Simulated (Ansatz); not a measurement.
SnO2:

```xyz
3
Lattice="1.6171 0.9336 4.8006 -1.6171 0.9336 4.8006 0.0000 -1.8673 4.8006" Properties=species:S:1:pos:R:3 pbc="T T T"
Sn    0.0000    0.0000    7.2009
O     0.0000    0.0000   10.9861
O     0.0000    0.0000    3.4157
```

Measurements of this composition are mostly on another form, of space group No. 136.

```yaml
Program: Ansatz 0.2.0
Task: relaxation of cell and atoms
Functional: RPBE
Dispersion: D4
Potentials_or_basis: Ansatz PAW
Cutoff: "420 eV (not typed: the program's choice for these potentials)"
k_mesh: 10 × 10 × 10
Occupations: fermi-dirac, width 0.05 eV
Spin: no spin polarisation
```

At the start: volume 14.50 Å³/atom.

Task: Where does the relaxation end?

Result: It ends after 13 steps and the volume is 12.58 Å³/atom (-13.2 %); space group R-3m (No. 166, to 0.05 Å).

Step by step:
| step | energy change (eV) | largest force (eV/Å) | volume (Å³) |
| --- | --- | --- | --- |
| 1 | 0.0000 | 0.0105 | 43.49 |
| 2 | -0.0460 | 0.0883 | 40.73 |
| 3 | -0.0774 | 0.0071 | 39.03 |
| 4 | -0.0873 | 0.0732 | 37.70 |
| 5 | -0.0856 | 0.0534 | 38.33 |
| 6 | -0.0862 | 0.0094 | 38.26 |
| 7 | -0.0863 | 0.0002 | 38.23 |
| 8 | -0.0779 | 0.0026 | 38.23 |
| 9 | -0.0809 | 0.0002 | 37.78 |
| 10 | -0.0807 | 0.0023 | 37.82 |
| 11 | -0.0789 | 0.0025 | 37.82 |
| 12 | -0.0793 | 0.0004 | 37.75 |
| 13 | -0.0790 | 0.0006 | 37.75 |

Final structure:
```
Sn O
1.0
     1.62473    0.93804    4.12788
    -1.62473    0.93804    4.12788
     0.00000   -1.87607    4.12788
Sn O
1 2
Direct
  0.50000 0.50000 0.50000
  0.75390 0.75390 0.75390
  0.24610 0.24610 0.24610
```

Caveat: the plane-wave basis is chosen anew once the cell has moved, so the energies of steps on either side of that aren't comparable; the pressure holds a Pulay correction of +0.7 GPa for the finite cutoff; the PAW data sets come from PBE, with cores solved anew for the run's functional, which leaves a small shift of forces and pressure.
